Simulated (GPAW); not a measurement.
# ZnO (zincite) (P6_3mc) in GPAW: a series of runs

One crystal, ZnO (zincite), is run at these levels: PBE, M06-L; tasks: band structure, equation of state.

Program: GPAW 26.7.0. These are calculated values, not measurements. Logs are shortened: lines on timing, memory, paths and dates and some standing lists are left out, and cuts for length are marked. The log counts tension as positive stress, the text compression.

**What was measured.**

From “Electronic structure of alkaline earth and post-transition metal oxides”, 2009, arxiv:0908.1581, for a bulk crystal of ZnO: band gap 3.37 eV.

The runs below are set against these values where they give the same quantity.

## Step 1: The structure

Symmetry: P6_3mc, No. 186, hexagonal system. Conventional cell: a = 3.249 Å, b = 3.249 Å, c = 5.206 Å, α = 90.00°, β = 90.00°, γ = 120.00°. Zn (site symmetry 3m) has 4 O at 1.97 to 1.98 Å as nearest neighbours. O (site symmetry 3m) is surrounded by 4 Zn at 1.97 to 1.98 Å.

## Step 2: Band structure, PBE

Contents of run.py:

```python
from ase.dft.bandgap import bandgap
from ase.io import read, write
from gpaw import GPAW

atoms = read('POSCAR')

calc = GPAW(mode='lcao',
            h=0.16,
            basis='dzp',
            xc='PBE',
            kpts={'size': (6, 6, 3), 'gamma': True},
            occupations={'name': 'fermi-dirac', 'width': 0.05},
            convergence={'density': 1e-05, 'energy': 1e-05},
            maxiter=150,
            txt='gpaw.txt')
atoms.calc = calc
energy = atoms.get_potential_energy()
forces = atoms.get_forces()
calc.write('gs.gpw')
write('result.traj', atoms)
print(f'Energy: {energy:.6f} eV')
print('Forces (eV/A):')
print(forces.round(4))
print('Fermi level:', round(calc.get_fermi_level(), 4), 'eV')
print(f'Gap: {bandgap(calc)[0]:.4f} eV, direct: {bandgap(calc, direct=True)[0]:.4f} eV')

path = atoms.cell.bandpath('GMKGALHA,LM,KH', npoints=60, eps=1e-4)
bs_calc = calc.fixed_density(kpts=path, symmetry='off', txt='bands.txt')
bs = bs_calc.band_structure()
bs.write('bs.json')
print(f'Gap on the path: {bandgap(bs_calc)[0]:.4f} eV')
```

Contents of POSCAR:

```
ZnO
1.0
    3.2493080000      0.0000000000      0.0000000000
   -1.6246540000      2.8139832727      0.0000000000
    0.0000000000      0.0000000000      5.2057090000
Zn O
2 2
Direct
    0.6666666667      0.3333333333      0.0000000000
    0.3333333333      0.6666666667      0.5000000000
    0.3333333333      0.6666666667      0.8790100000
    0.6666666667      0.3333333333      0.3790100000
```

Potentials or basis: GPAW PAW data sets (gpaw-data 1.2.1), lcao:dzp.

Run with:

```
$ OMP_NUM_THREADS=1 python run.py
```

gpaw.txt:

```text
__  _  _
 | _ |_)|_||  |
 |__||  | ||/\| - 26.7.0

Input parameters:
  mode=LCAO(),
  basis={'default': 'dzp'},
  convergence={'density': 1e-05, 'energy': 1e-05},
  h=0.16,
  kpts=MonkhorstPack(size=(6, 6, 3), gamma=True),
  maxiter=150,
  occupations=Occupations(name='fermi-dirac', width=0.05),
  xc=XC(name='PBE')

        O

        Zn

           O

           Zn

Atoms  # Å, Bohr magnetons
|   | symbol |         x |        y |        z |    initial magnetic moments |
|---|--------|-----------|----------|----------|-----------------------------|
| 0 |     Zn |  1.624654 | 0.937994 | 0.000000 | ( 0.0000,  0.0000,  0.0000) |
| 1 |     Zn | -0.000000 | 1.875989 | 2.602854 | ( 0.0000,  0.0000,  0.0000) |
| 2 |      O | -0.000000 | 1.875989 | 4.575870 | ( 0.0000,  0.0000,  0.0000) |
| 3 |      O |  1.624654 | 0.937994 | 1.973016 | ( 0.0000,  0.0000,  0.0000) |

Unit cell  # Å
| periodic |         x |        y |        z |  lengths |     angles |
|----------|-----------|----------|----------|----------|------------|
|      yes |  3.249308 | 0.000000 | 0.000000 | 3.249308 |  90.000000 |
|      yes | -1.624654 | 2.813983 | 0.000000 | 3.249308 |  90.000000 |
|      yes |  0.000000 | 0.000000 | 5.205709 | 5.205709 | 120.000000 |

Number of symmetries: 6
Symmetry operations  # r_c * U_cc + t_c -> r_c
|   | kind |            matrix            |
|---|------|------------------------------|
| 0 |  σ   |  1, 1, 0,  0,-1, 0,  0, 0, 1 |
| 1 |  E   |  1, 0, 0,  0, 1, 0,  0, 0, 1 |
| 2 |  C3  |  0, 1, 0, -1,-1, 0,  0, 0, 1 |
| 3 |  σ   |  0,-1, 0, -1, 0, 0,  0, 0, 1 |
| 4 |  σ   | -1, 0, 0,  1, 1, 0,  0, 0, 1 |
| 5 |  C3  | -1,-1, 0,  1, 0, 0,  0, 0, 1 |

BZ-sampling:
  Number of BZ points: 108
  Number of IBZ points: 17

  Monkhorst-Pack size: [6, 6, 3]
  Monkhorst-Pack shift: [0.08333333333333333, 0.08333333333333333, 0.0]

K-points  # in reciprocal-cell coordinates
|     |                                coordinates |     weight |
|-----|--------------------------------------------|------------|
|   0 | (  0.00000000,   0.00000000,   0.00000000) | 0.00925926 |
|   1 | (  0.00000000,   0.00000000,   0.33333333) | 0.01851852 |
|   2 | (  0.16666667,   0.00000000,  -0.33333333) | 0.05555556 |
|   3 | (  0.16666667,   0.00000000,   0.00000000) | 0.05555556 |
|   4 | (  0.16666667,   0.00000000,   0.33333333) | 0.05555556 |
|   5 | (  0.33333333,  -0.16666667,   0.00000000) | 0.05555556 |
|   6 | (  0.33333333,  -0.16666667,   0.33333333) | 0.11111111 |
|   7 | (  0.33333333,   0.00000000,  -0.33333333) | 0.05555556 |
|   8 | (  0.33333333,   0.00000000,   0.00000000) | 0.05555556 |
|   9 | (  0.33333333,   0.00000000,   0.33333333) | 0.05555556 |
| ... |                                            |            |
|  16 | (  0.50000000,   0.50000000,   0.33333333) | 0.05555556 |

basis functions: 68
Spin-components: 1 (collinear spins)
Bands:           26
Projectors:      22
Spin-degeneracy: 2
Datatype:        <class 'complex'>

Parallelization:
  kpt:    1
  domain: 1
  band:   1

Density:
  Valence electrons: 36.0
  Components: 1
  Grid points: [16 16 32]
  Charge: 0.0  # |e|

Potential:
  Grid points: [16 16 32]

species:
  Zn:
    name:    Zinc
    Z:       30.0
    valence: 12
    core:    18
    charge:  0.0  # [|e|]
    compensation charges:
      type: gauss
      rc: 0.37  # [Å]
      lmax: 2
    cutoffs:
      filter: 2.14  # [Å]
      core: 2.28  # [Å]
    projectors
    | kind |    occ | energy [eV] | rcut [Å] |
    |------|--------|-------------|----------|
    |   4s |  2.000 |      -5.977 |    1.286 |
    |   4p |  0.000 |      -1.117 |    1.270 |
    |   3d | 10.000 |     -10.142 |    1.180 |
    |    s |        |      21.234 |    1.286 |
    |    p |        |      26.095 |    1.270 |
    |    d |        |      17.070 |    1.180 |

    LCAO basis set for Zn:
      Name: dzp
      File: <dir>
      Number of radial functions: 7
      Number of spherical harmonics: 21
        l=0, rc=8.1562 Bohr: 4s-sz confined orbital
        l=1, rc=12.4062 Bohr: 4p-sz confined orbital
[... 74 lines left out ...]
    |   4s |  2.000 |      -5.977 |    1.286 |
    |   4p |  0.000 |      -1.117 |    1.270 |
    |   3d | 10.000 |     -10.142 |    1.180 |
    |    s |        |      21.234 |    1.286 |
    |    p |        |      26.095 |    1.270 |
    |    d |        |      17.070 |    1.180 |

    LCAO basis set for Zn:
      Name: dzp
      File: <dir>
      Number of radial functions: 7
      Number of spherical harmonics: 21
        l=0, rc=8.1562 Bohr: 4s-sz confined orbital
        l=1, rc=12.4062 Bohr: 4p-sz confined orbital
        l=2, rc=4.3594 Bohr: 3d-sz confined orbital
        l=0, rc=4.7188 Bohr: 4s-dz split-valence wave
        l=1, rc=7.4844 Bohr: 4p-dz split-valence wave
        l=2, rc=2.8125 Bohr: 3d-dz split-valence wave
        l=1, rc=8.1562 Bohr: p-type Gaussian polarization
      Number of RI-basis functions 0

  O:
    name:    Oxygen
    Z:       8.0
    valence: 6
    core:    2
    charge:  0.0  # [|e|]
    compensation charges:
      type: gauss
      rc: 0.21  # [Å]
      lmax: 2
    cutoffs:
      filter: 1.17  # [Å]
      core: 0.83  # [Å]
    projectors
    | kind |    occ | energy [eV] | rcut [Å] |
    |------|--------|-------------|----------|
    |   2s |  2.000 |     -23.961 |    0.688 |
    |   2p |  4.000 |      -9.029 |    0.598 |
    |    s |        |       3.251 |    0.688 |
    |    p |        |      18.182 |    0.598 |
    |    d |        |       0.000 |    0.619 |

    LCAO basis set for O:
      Name: dzp
      File: <dir>
      Number of radial functions: 5
      Number of spherical harmonics: 13
        l=0, rc=4.3438 Bohr: 2s-sz confined orbital
        l=1, rc=5.3906 Bohr: 2p-sz confined orbital
        l=0, rc=2.2969 Bohr: 2s-dz split-valence wave
        l=1, rc=2.8906 Bohr: 2p-dz split-valence wave
        l=2, rc=5.3906 Bohr: d-type Gaussian polarization
      Number of RI-basis functions 0

Reference energy: -101804.357908  # eV

eigensolver:
  <gpaw.new.lcao.eigensolver.LCAOEigensolver object>
density mixing:
  MSR1-Mixer
  Pratt-step length: 0.05
  Maximum mixing coefficient: 0.75
  Old densities: 10
  SVD Regularization: 0.005
  Good broyden scale: 1.0
  Trust region scale: 1.0
  Backstep threshold: 4.0
  History deletion threshold: 6.0
  Fourier metric: weight=20.0, sigma=0.015

occupation numbers:
  Fermi-Dirac:
    width: 0.0500  # eV

FastPoissonSolver using
    Stencil: 8*3+1=25 point O(h^6) finite-difference Laplacian
    FFT axes: [np.int64(0), np.int64(1), np.int64(2)]
    FST axes: []

xc functional:
  name: PBE with 2 nearest neighbor stencil
interpolation: tri-quintic # 5. degree polynomial

convergence criteria:
- Maximum integral of absolute [dens]ity change: 1e-05 electrons / valence electron
- Maximum [total energy] change in last 3 cyles: 1e-05 eV / valence electron
- Maximum integral of absolute [eigenst]ate change: 4e-08 eV^2 / valence electron
maximum number of iterations: 150

SCF iterations
|iter     | |      energy | eigst |  dens |
|---------|-|-------------|-------|-------|
|iter:   1| |  -17.820249 |      c|       |
|iter:   2| |  -17.501832 |      c| -1.15 |
|iter:   3| |  -16.755680 |      c| -1.20 |
|iter:   4| |  -16.760575 |      c| -1.68 |
|iter:   5| |  -16.763648 |      c| -1.96 |
|iter:   6| |  -16.763660 |      c| -3.61 |
|iter:   7| |  -16.763665c|      c| -3.97 |
|iter:   8| |  -16.763665c|      c| -4.92 |
|iter:   9| |  -16.763665c|      c| -5.42c|

Converged in 9 steps
Energy contributions relative to reference atoms: (reference = -101804.357908)

Energy contributions:
  Kinetic:          35.545477
  Coulomb:         -29.416502
  Zero:              0.677096
  External:          0.000000
  Xc:              -23.569729
  Entropy:          -0.000010
  Spinorbit:         0.000000
  ----------------------------
  Free energy:     -16.763670
  Extrapolated:    -16.763665

dipole moment: (0.000000, -0.000000, -8.214079)  # |e|*Ang

Fermi level: 4.360
Eigenvalues  # (at kpt = [0.000, 0.000, 0.000])
| band index |      eig [eV] | occ [0-2] |
|------------|---------------|-----------|
|          0 |       -14.186 |     2.000 |
|        ... |               |           |
|         10 |        -0.426 |     2.000 |
|         11 |        -0.425 |     2.000 |
|         12 |        -0.151 |     2.000 |
|         13 |         3.124 |     2.000 |
|         14 |         3.137 |     2.000 |
|         15 |         3.873 |     2.000 |
[... 8 lines left out ...]
|         24 |        18.244 |     0.000 |
|         25 |        18.262 |     0.000 |

Gap: 0.778 eV
Transition (v -> c):
  (s=0, k=0, n=17, [0.00, 0.00, 0.00]) -> (s=0, k=0, n=18, [0.00, 0.00, 0.00])
No difference between direct/indirect transitions

Forces  # eV/Ang
|        x |       y |        z |
|----------|---------|----------|
| -0.00000 | 0.00000 | -0.06610 |  # Zn   0
|  0.00000 | 0.00000 | -0.06610 |  # Zn   1
| -0.00000 | 0.00000 |  0.12480 |  # O    2
| -0.00000 | 0.00000 |  0.12491 |  # O    3

# Writing to gs.gpw (mode='')
```

Wall time 2.5 min (1 thread of Arm Neoverse V1, shared host); peak memory 0.28 GiB.

What came out:

- Free energy: -16.7637 eV
- Band gap on the k mesh: 0.78 eV, direct
- Band gap along the path: 0.78 eV, direct

Levels at the corners of the path, in eV from the valence-band top:
| point | band 14 | band 15 | band 16 | band 17 | band 18 | band 19 | band 20 |
| --- | --- | --- | --- | --- | --- | --- | --- |
| Γ | -0.83 | -0.81 | -0.08 | -0.01 | 0.00 | 0.78 | 5.22 |
| M | -3.57 | -2.87 | -2.31 | -1.31 | -0.84 | 5.79 | 6.96 |
| K | -3.56 | -3.56 | -1.95 | -1.95 | -1.73 | 7.72 | 7.72 |
| Γ | -0.83 | -0.81 | -0.08 | -0.01 | 0.00 | 0.78 | 5.22 |
| A | -2.27 | -0.41 | -0.41 | -0.40 | -0.40 | 3.46 | 3.46 |
| L | -3.80 | -1.53 | -1.53 | -1.38 | -1.38 | 5.79 | 5.79 |
| H | -3.74 | -2.71 | -2.71 | -1.26 | -1.26 | 8.06 | 8.06 |
| A | -2.27 | -0.41 | -0.41 | -0.40 | -0.40 | 3.46 | 3.46 |
| L | -3.80 | -1.53 | -1.53 | -1.38 | -1.38 | 5.79 | 5.79 |
| M | -3.57 | -2.87 | -2.31 | -1.31 | -0.84 | 5.79 | 6.96 |
| K | -3.56 | -3.56 | -1.95 | -1.95 | -1.73 | 7.72 | 7.72 |
| H | -3.74 | -2.71 | -2.71 | -1.26 | -1.26 | 8.06 | 8.06 |

Caveat: the k mesh is coarse; the real-space grid adds noise to forces; the forces don't sum to zero, a sign of grid noise; the basis of atomic orbitals isn't converged, which shifts pressures, moduli and gaps.

## Step 3: Band structure, M06-L

Contents of run.py:

```python
from ase.dft.bandgap import bandgap
from ase.io import read, write
from ase.units import GPa
from gpaw import GPAW, PW

atoms = read('ZnO.cif')

calc = GPAW(mode=PW(800),
            xc='M06-L',
            kpts={'size': (6, 6, 3), 'gamma': True},
            occupations={'name': 'fermi-dirac', 'width': 0.05},
            nbands=31,
            convergence={'density': 1e-05, 'energy': 1e-05},
            maxiter=150,
            txt='gpaw.txt')
atoms.calc = calc
energy = atoms.get_potential_energy()
forces = atoms.get_forces()
stress = atoms.get_stress()
calc.write('gs.gpw')
write('result.traj', atoms)
print(f'Energy: {energy:.6f} eV')
print('Forces (eV/A):')
print(forces.round(4))
print('Stress (GPa):', (stress / GPa).round(3))
print('Fermi level:', round(calc.get_fermi_level(), 4), 'eV')
print(f'Gap: {bandgap(calc)[0]:.4f} eV, direct: {bandgap(calc, direct=True)[0]:.4f} eV')

path = atoms.cell.bandpath('GMKGALHA,LM,KH', npoints=60, eps=1e-4)
bs_calc = calc.fixed_density(kpts=path, symmetry='off', nbands=45,
                             convergence={'bands': 'CBM+6.0', 'eigenstates': 1e-6}, txt='bands.txt')
bs = bs_calc.band_structure()
bs.write('bs.json')
print(f'Gap on the path: {bandgap(bs_calc)[0]:.4f} eV')
```

Contents of ZnO.cif:

```cif
data_ZnO
_cell_length_a 3.24930800
_cell_length_b 3.24930800
_cell_length_c 5.20570900
_cell_angle_alpha 90.00000000
_cell_angle_beta 90.00000000
_cell_angle_gamma 120.00000000
_space_group_name_H-M_alt 'P1'
_space_group_name_Hall 'P 1'
_space_group_IT_number 1
loop_
_space_group_symop_operation_xyz
'x,y,z'
loop_
_atom_site_label
_atom_site_type_symbol
_atom_site_symmetry_multiplicity
_atom_site_Wyckoff_symbol
_atom_site_fract_x
_atom_site_fract_y
_atom_site_fract_z
_atom_site_occupancy
Zn1 Zn 1 a 0.6666666667 0.3333333333 0.0000000000 1
Zn2 Zn 1 a 0.3333333333 0.6666666667 0.5000000000 1
O1 O 1 a 0.3333333333 0.6666666667 0.8790100000 1
O2 O 1 a 0.6666666667 0.3333333333 0.3790100000 1
```

Potentials or basis: GPAW PAW data sets (gpaw-data 1.2.1), pw.

Run with:

```
$ OMP_NUM_THREADS=1 python run.py
```

It took 8.9 min on 1 thread of Arm Neoverse V1, shared host; peak memory 0.46 GiB.

The run converged. Its results:

| Quantity | Value |
| --- | --- |
| Free energy | -32.0382 eV |
| Pressure | 7.9 GPa |
| Largest force | 0.092 eV/Å |
| Band gap on the k mesh | 0.71 eV, direct |
| Band gap along the path | 0.71 eV, direct |

Forces in eV/Å, atoms in the order of the input:
```
Zn   0.000  0.000 -0.087
Zn   0.000  0.000 -0.089
O    0.000  0.000  0.092
O    0.000  0.000  0.080
```

Stress tensor (GPa, compression positive):
```
7.41 0.00 0.00
0.00 7.41 0.00
0.00 0.00 8.94
```

Levels at the corners of the path, in eV from the valence-band top:
```tsv
point	band 15	band 16	band 17	band 18	band 19	band 20
Γ	-0.80	-0.08	0.00	0.00	0.71	5.57
M	-2.81	-2.28	-1.29	-0.82	6.15	6.70
K	-3.54	-1.91	-1.91	-1.69	7.44	7.94
Γ	-0.80	-0.08	0.00	0.00	0.71	5.57
A	-0.40	-0.40	-0.40	-0.40	3.52	3.52
L	-1.50	-1.50	-1.35	-1.35	5.79	5.79
H	-2.70	-2.70	-1.23	-1.23	7.79	7.79
A	-0.40	-0.40	-0.40	-0.40	3.52	3.52
L	-1.50	-1.50	-1.35	-1.35	5.79	5.79
M	-2.81	-2.28	-1.29	-0.82	6.15	6.70
K	-3.54	-1.91	-1.91	-1.69	7.44	7.94
H	-2.70	-2.70	-1.23	-1.23	7.79	7.79
```

Caveat: the k mesh is coarse; the PAW data sets were made with another functional, which shifts forces and pressure a little.

## Step 4: Equation of state, PBE

Contents of run.py:

```python
from ase import Atoms
from ase.eos import EquationOfState
from ase.io import Trajectory
from ase.units import GPa
from gpaw import GPAW, PW, setup_paths

setup_paths.insert(0, '.')

atoms = Atoms(['Zn', 'Zn', 'O', 'O'],
              cell=[[3.249308, 0.0, 0.0],
                    [-1.624654, 2.8139832727, 0.0],
                    [0.0, 0.0, 5.205709]],
              scaled_positions=[[0.6666666667, 0.3333333333, 0.0],
                                [0.3333333333, 0.6666666667, 0.5],
                                [0.3333333333, 0.6666666667, 0.87901],
                                [0.6666666667, 0.3333333333, 0.37901]],
              pbc=True)

traj = Trajectory('eos.traj', 'w')
volumes, energies = [], []
for x in [0.94, 0.96, 0.98, 1.0, 1.02, 1.04, 1.06]:
    a = atoms.copy()
    a.set_cell(atoms.cell * x**(1 / 3), scale_atoms=True)
    calc = GPAW(mode=PW(800),
                xc='PBE',
                kpts={'size': (6, 6, 3), 'gamma': True},
                occupations={'name': 'fermi-dirac', 'width': 0.05},
                setups={'O': 'jth', 'Zn': 'jth'},
                nbands=-13,
                convergence={'density': 1e-05, 'energy': 1e-05},
                maxiter=150,
                txt=f'eos-{x:.2f}.txt')
    a.calc = calc
    energies.append(a.get_potential_energy(force_consistent=True))
    volumes.append(a.get_volume())
    p = -a.get_stress()[:3].mean() / GPa
    calc.write(f'eos-{x:.2f}.gpw')
    traj.write(a)
    print(f'{x:.2f} {volumes[-1]:10.4f} A^3 {energies[-1]:14.6f} eV {p:9.3f} GPa', flush=True)

v0, e0, B = EquationOfState(volumes, energies, eos='birchmurnaghan').fit()
print(f'V0 = {v0:.4f} A^3, E0 = {e0:.6f} eV, B0 = {B / GPa:.2f} GPa')
```

Potentials or basis: JTH PAW 2.0, PBE, pw.

Run with:

```
$ OMP_NUM_THREADS=1 python run.py
```

Run time: 3.9 min. Hardware: 1 thread of Arm Neoverse V1, shared host; peak memory 0.34 GiB.

It converged, with:

```yaml
Equilibrium_volume: 12.29 Å³/atom
Bulk_modulus_at_fixed_shape_and_positions: 130 GPa
Pressure_derivative_of_the_bulk_modulus: 4.5
```

Energy against volume, from the lowest point:
| volume (Å³/atom) | energy (meV/atom) |
| --- | --- |
| 11.186 | 47.29 |
| 11.424 | 27.85 |
| 11.662 | 13.96 |
| 11.900 | 5.03 |
| 12.138 | 0.50 |
| 12.376 | 0.00 |
| 12.614 | 3.09 |

Caveat: the k mesh is coarse (spacing up to 0.40 Å⁻¹), so the values aren't converged; the program truncates these outside data sets; the cell was scaled at fixed shape and fractional positions, which overstates the stiffness of a crystal with free parameters, most of all of layers and chains.

## Step 5: Overview

```csv
task,level,potentials or basis,cutoff (eV),band path,band points,data set,grid spacing,gap on the mesh (eV)
band structure,PBE,"GPAW PAW data sets (gpaw-data 1.2.1), lcao:dzp",-,"GMKGALHA,LM,KH",60,-,0.16 Å,0.78
band structure,M06-L,"GPAW PAW data sets (gpaw-data 1.2.1), pw",800,"GMKGALHA,LM,KH",60,-,-,0.71
equation of state,PBE,"JTH PAW 2.0, PBE, pw",800,-,-,"O jth, Zn jth",-,-
```

Alike in all rows: no spin polarisation; cell as given; k mesh 6 × 6 × 3; smearing fermi-dirac 0.05 eV; the mesh is coarse, so values aren't converged.

Caveats: some runs use coarse meshes; the real-space grid adds noise to forces (some runs); the forces don't sum to zero, a sign of grid noise (some runs); the basis of atomic orbitals isn't converged, which shifts pressures, moduli and gaps (some runs); the PAW data sets were made with another functional, which shifts forces and pressure a little (some runs); the program truncates these outside data sets (some runs); the cell was scaled at fixed shape and fractional positions, which overstates the stiffness of a crystal with free parameters, most of all of layers and chains (some runs).

Absolute energies hang on the potentials; compare differences alone.

## Step 6: How close it comes

Step 2. A measured gap of ZnO is 3.37 eV (quoted in “Electronic structure of alkaline earth and post-transition metal oxides”, 2009, arxiv:0908.1581); the calculated 0.78 eV misses it by -2.59 eV. So large a miss can be the level of theory's own, or it may mean another phase, state or a wrong row. The value is that of PBE in an atomic basis (GPAW PAW data sets (gpaw-data 1.2.1), lcao:dzp), whose error adds to the functional's,, without temperature or zero-point motion. Semilocal functionals fall short of measured gaps as a rule.

Step 3. Measured gap of ZnO: 3.37 eV (quoted in “Electronic structure of alkaline earth and post-transition metal oxides”, 2009, arxiv:0908.1581). This calculation gives 0.71 eV (-2.66 eV). So large a miss can be the level of theory's own, or it may mean another phase, state or a wrong row. The value is that of M06-L, without temperature or zero-point motion.
